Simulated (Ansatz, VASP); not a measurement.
# Bi: VASP beside Ansatz

```xyz
2
Lattice="3.1723 0.0000 0.0000 0.0000 3.1559 0.0000 -0.0788 0.0000 6.3123" Properties=species:S:1:pos:R:3 pbc="T T T"
Bi    1.6674    0.0000    4.7316
Bi    1.4260    0.0000    1.5808
```

This isn't the form of Bi at room conditions, which is rhombohedral.

Alike in both runs: task single point; functional LDA; k mesh 8 × 8 × 4; occupations fermi-dirac, width 0.05 eV; no spin polarisation.

|  | VASP | Ansatz |
| --- | --- | --- |
| version | VASP 6.6.1 | Ansatz 0.2.0 |
| potentials or method | VASP PAW LDA potentials, release 64 (Bi_d) | Ansatz PAW |
| plane-wave cutoff (eV) | 520 | 420 |
| valence electrons in the cell | 30 | 30 |

Ansatz gave:

- gap on the k mesh at the Fermi level (eV): none
- pressure (GPa): 1.8
- largest component of the traceless stress (GPa): 0.68
- rms of the force components (eV/Å): 0.006

Task: What did VASP give for the same quantities?

Result: gap on the k mesh at the Fermi level (eV): none; pressure (GPa): 1.9; largest component of the traceless stress (GPa): 0.67; rms of the force components (eV/Å): 0.006.

Atom by atom the forces differ by 0.001 eV/Å (rms over components). A gap of «none» marks a metal or a gap that the smearing closes.

Caveats: spin-orbit coupling is left out, which moves the levels of the heavy elements; the PAW data sets come from PBE, with cores solved anew for the run's functional, which leaves a small shift of forces and pressure (Ansatz).
